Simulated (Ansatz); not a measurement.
An input for Ansatz 0.2.0 (Mo):

File input.yaml:

```yaml
crystal:
  lattice:
    - [-1.5838089719, 1.5838089719, 1.5838089719]
    - [1.5838089719, -1.5838089719, 1.5838089719]
    - [1.5838089719, 1.5838089719, -1.5838089719]
  atoms:
    - { symbol: Mo, position: [0.0, 0.0, 0.0] }
hamiltonian:
  xc: cam_b3lyp
  pseudopotentials: { kind: paw }
kpoints:
  mp_grid: { grid: [7, 7, 7] }
  band_path:
    path:
      - [[0.0, 0.0, 0.0], [0.5, -0.5, 0.5], [0.0, 0.0, 0.5], [0.0, 0.0, 0.0], [0.25, 0.25, 0.25], [0.5, -0.5, 0.5]]
      - [[0.25, 0.25, 0.25], [0.0, 0.0, 0.5]]
    npoints: 4
scf:
  occupations: { method: fermi_dirac, width: 0.05 }
  n_extra_bands: 6
output:
  forces: true
  stress: true
  eigenvalues: true
  fatbands: false
```

Potentials or basis: Ansatz PAW.

Launch:

```console
$ ansatz run input.yaml --threads 2 --pin off --max-ram 5632MiB --backend cpu --events-out ev --progress --plain --runs-dir out
```

Task: How does this run end?

Result: The run stopped without a result. It printed:

Output:

```text
Error: kpoints.band_path / output.eigenstates.kpoints / output.eigenstates.nscf_kmesh / output.wannier / output.states_by_energy / output.dos.nscf_kmesh / output.optics.nscf_kmesh / output.boltztrap / output.local_orbitals.kmesh / output.polarization (unless states: scf) / output.orbitals (by a pass of its own) / gw: / phonons.commensurate_couplings.mesh / output.given_orbital_levels with hamiltonian.xc: <exact exchange of several ranges> with hamiltonian.xc: <exact exchange that reaches to infinity> — behind a hybrid SCF this pass is solved under, or applies, the exchange operator itself, at k-points off the SCF's mesh, which is served of several ranges of exact exchange only where none reaches to infinity: one that does (lc_wpbe's) diverges towards zero momentum transfer, and no level off the mesh has been held to a reference under several; use a hybrid whose last range ends, as hiss, or one of one range, or do without the pass
```
